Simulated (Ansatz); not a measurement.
# RbBr: the cell at several levels of theory

The task here is to estimate one member of a computed series from the others.

The runs shown are made with Ansatz 0.2.0. PAW datasets, plane waves, zero pressure. Spin-unpolarised throughout. Whether this structure exists isn't addressed.

## The structure to begin with

The symmetry is P6_3/mmc (No. 194, hexagonal); conventional cell a = 4.839 Å, c = 7.888 Å, 39.99 Å³ an atom. Near Rb stand 6 Br at 3.42 Å; near Br stand 6 Rb at 3.42 Å.

Structure file:

Space group P6_3/mmc (No. 194). a = 4.839 Å, b = 4.839 Å, c = 7.888 Å, α = 90.00°, β = 90.00°, γ = 120.00°
| atom | site | symmetry | x | y | z |
| --- | --- | --- | --- | --- | --- |
| Rb | 2a | -3m. | 0.0000 | 0.0000 | 0.0000 |
| Br | 2c | -6m2 | 0.3333 | 0.6667 | 0.2500 |

Set-up of the first run:

Input file input.yaml:

```yaml
crystal:
  lattice:
    - [4.83900438, 0.0, 0.0]
    - [-2.41950219, 4.1907007221, 0.0]
    - [0.0, 0.0, 7.8875771394]
  atoms:
    - { symbol: Rb, position: [0.0, 0.0, 0.0] }
    - { symbol: Rb, position: [0.0, 0.0, 0.5] }
    - { symbol: Br, position: [0.3333333333, 0.6666666667, 0.25] }
    - { symbol: Br, position: [0.6666666667, 0.3333333333, 0.75] }
kpoints:
  mp_grid: { grid: [6, 6, 4] }
hamiltonian:
  xc: pbe
scf:
  occupations: { method: fermi_dirac, width: 0.02 }
relax:
  f_tol: 0.005
  cell: {}
```

Run with:

```console
ansatz run input.yaml --threads 2 --pin off --max-ram 2211MiB --backend cpu --events-out ev --progress --plain --runs-dir out
```

Steps of the session up to this table: Relaxation with PBE; r2SCAN: cell and atoms; Relaxing with PBEsol; Relaxing with LDA; HSE06: cell and atoms.

One table of the session follows, with a row left open; its other results are not shown here.

It belongs to the step «The cells side by side». 

| level | a (Å) | c (Å) | volume (Å³/atom) |
| --- | --- | --- | --- |
| PBE | 4.854 | 8.502 | 43.362 |
| r2SCAN | ? | ? | ? |
| PBEsol | 4.717 | 8.331 | 40.128 |
| LDA | 4.587 | 8.135 | 37.063 |
| HSE06 | 4.814 | 8.458 | 42.438 |

**Question.** Estimate the row for r2SCAN.

The run gave: a (Å): 4.771; c (Å): 8.410; volume (Å³/atom): 41.449. In the column «a (Å)» it lies between PBEsol (4.717) and HSE06 (4.814).

In words: The first relaxation changed the volume by +8.4 % from the start. LDA gives the smallest cell and PBE the largest; they differ by 17.0 % in volume, a mean of 5.4 % in length. The meshes differ: PBE 6×6×4, r2SCAN 6×6×4, PBEsol 6×6×4, LDA 6×6×4, HSE06 6×6×2.
